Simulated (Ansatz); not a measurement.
**Rb: a bulk modulus from differences**

The cell was found from a structure generator's guess, not taken from experiment.

Level of theory: DFT PBE, scalar-relativistic, plane waves, PAW in Ansatz. The final run on the 2-atom cell used 420 eV, a Γ-centred 12×12×8 mesh, 0.10 eV smearing and no spin polarisation.

```cif
data_structure
_symmetry_space_group_name_H-M 'P6_3/mmc'
_symmetry_Int_Tables_number 194
_cell_length_a 5.0646
_cell_length_b 5.0646
_cell_length_c 8.2270
_cell_angle_alpha 90.000
_cell_angle_beta 90.000
_cell_angle_gamma 120.000
_cell_volume 182.75
loop_
_atom_site_label
_atom_site_type_symbol
_atom_site_symmetry_multiplicity
_atom_site_Wyckoff_symbol
_atom_site_fract_x
_atom_site_fract_y
_atom_site_fract_z
_atom_site_occupancy
Rb1 Rb 2 d 0.66667 0.33333 0.25000 1
```

The cell was set to several volumes, with shape and atoms relaxed at each where symmetry leaves them free. Pressure is positive in compression, and energies count from the lowest row. No row has a gap on its mesh.

| row | V (Å³/atom) | P (GPa) | ΔE (meV/atom) |
| --- | --- | --- | --- |
| 1 | 80.412 | 0.45 | 13.9 |
| 2 | 83.153 | 0.31 | 7.4 |
| 3 | 85.894 | ? | ? |
| 4 | 88.636 | 0.09 | 0.7 |
| 5 | 91.377 | 0.00 | 0.0 |
| 6 | 94.118 | -0.08 | 0.7 |
| 7 | 96.860 | -0.14 | 2.6 |
| 8 | 100.515 | -0.22 | 6.9 |

Q: Find B = −V·ΔP/ΔV from rows 4 and 6 and from rows 1 and 2, and from the two its slope B′ and its value B0 at zero pressure.

A: Rows 4 and 6 give −(88.636 + 94.118)/2 × (-0.08 − (0.09))/(94.118 − 88.636) = 2.8 GPa at a mean pressure of 0.00 GPa. Rows 1 and 2 give −(80.412 + 83.153)/2 × (0.31 − (0.45))/(83.153 − 80.412) = 4.2 GPa at a mean pressure of 0.38 GPa. So B′ = (4.2 − 2.8)/(0.38 − (0.00)) = 3.68 and B0 = 2.8 − 3.68 × (0.00) = 2.8 GPa. A third-order Birch–Murnaghan fit to all the energies gives B0 = 2.8 GPa and B′ = 3.8.

Q: Estimate the pressure and energy of row 3.

A: From row 5, V0 = 91.377 × (1 + (0.00)/2.8) = 91.377 Å³/atom. Murnaghan's form P = (B0/B′)·[(V0/V)^B′ − 1] gives (2.8/3.68) × [(91.377/85.894)^3.68 − 1] = 0.19 GPa; the computed pressure is 0.19 GPa, so the estimate is off by 0.00 GPa. The work of compression from row 4, with the mean of the two pressures, gives ΔE = 0.7 + (0.19 + 0.09)/2 × (88.636 − 85.894)/160.2 × 1000 = 3.1 meV/atom (1 eV/Å³ = 160.2 GPa); the computed value is 3.1 meV/atom.

All volumes keep the k mesh of the relaxed cell. A structure relaxed within its symmetry needn't be a true minimum.
